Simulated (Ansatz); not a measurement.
As:

```
As
1.0
     2.70368    0.00000    0.00000
     0.00000    2.70368    0.00000
     0.00000    0.00000    2.70368
As
1
Direct
  0.50000 0.50000 0.50000
```

This isn't the form of As at room conditions, which is rhombohedral.

Base run:

| Property | Result |
| --- | --- |
| Program | Ansatz 0.2.0 |
| Functional | revPBE |
| Potentials or basis | Ansatz PAW |
| Cutoff | 420 eV (not typed: the program's choice for these potentials) |
| k mesh | 10 × 10 × 10 |
| Occupations | fermi-dirac, width 0.05 eV |
| Spin | no spin polarisation |

Its results: band gap on the k mesh none (metal or under the smearing width); pressure 3.4 GPa.

After a change of settings the same cell gave: band gap on the k mesh none (metal or under the smearing width); pressure -1.6 GPa. Which change was it?
A. functional from revPBE to r2SCAN; cutoff from 420 eV (not typed: the program's choice for these potentials) to 500 eV (not typed: the program's choice for these potentials)
B. functional from revPBE to PBE; occupations from fermi-dirac, width 0.05 eV to gaussian, width 0.012 eV
C. functional from revPBE to PBEsol
D. functional from revPBE to RPBE

C.

PBEsol binds more tightly than revPBE, so the same cell stands under less pressure.

Caveats: the PAW data sets come from PBE, with cores solved anew for the run's functional, which leaves a small shift of forces and pressure.
